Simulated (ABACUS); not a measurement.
Crystal: Ir.

```
CELL_PARAMETERS angstrom
2.70907 0.00000 0.00000
1.35453 2.34612 0.00000
1.35453 0.78204 2.21194
ATOMIC_POSITIONS crystal
Ir 0.00000 0.00000 0.00000
```

Base run:

- Program: ABACUS 3.10.1
- Functional: PBEsol
- Potentials or basis: SG15 ONCV 1.2 PBE
- Cutoff: 925 eV
- Density cutoff: 3701 eV
- Basis: plane waves
- k mesh: 10 × 10 × 10
- Occupations: fermi-dirac, width 0.05 eV
- Spin: no spin polarisation

Its results: band gap on the k mesh none (metal or under the smearing width); pressure 0.2 GPa.

Problem. The run is repeated on the same cell with these changes: functional from PBEsol to SOGGA; potentials or basis from SG15 ONCV 1.2 PBE to PseudoDojo NC SR 0.4.1 PBE standard. What comes out?

Solution. Band gap on the k mesh none (metal or under the smearing width); pressure -4.2 GPa.

Caveats: the potentials were made for another functional, which shifts forces and pressure.
